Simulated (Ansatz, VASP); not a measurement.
LiH: VASP beside Ansatz

```xyz
2
Lattice="0.0000 2.0035 2.0035 2.0035 0.0000 2.0035 2.0035 2.0035 0.0000" Properties=species:S:1:pos:R:3 pbc="T T T"
Li    0.0000    0.0000    0.0000
H     2.0324    2.0324    2.0324
```

Alike in both runs: task electric field gradients; functional PBE; k mesh 14 × 14 × 14; occupations fermi-dirac, width 0.08 eV; no spin polarisation.

```csv
,VASP,Ansatz
version,VASP 6.6.1,Ansatz 0.2.0
potentials or method,"VASP PAW PBE potentials, release 64 (Li_sv, H)","PAW with Ansatz's default frozen-core files, scalar-relativistic"
plane-wave cutoff (eV),520,420
valence electrons in the cell,4,4
```

Ansatz gave:

```
gap on the k mesh at the Fermi level (eV)                      : 3.00
rms of the force components (eV/Å)                             : 0.032
Vzz of the field gradient on the site that differs most (V/Å²) : 0.0
```

Estimate VASP's values.

gap on the k mesh at the Fermi level (eV): 2.99; rms of the force components (eV/Å): 0.032; Vzz of the field gradient on the site that differs most (V/Å²): 0.0.

Atom by atom the forces differ by 0.000 eV/Å (rms over components).

 A k mesh can miss the band edges.
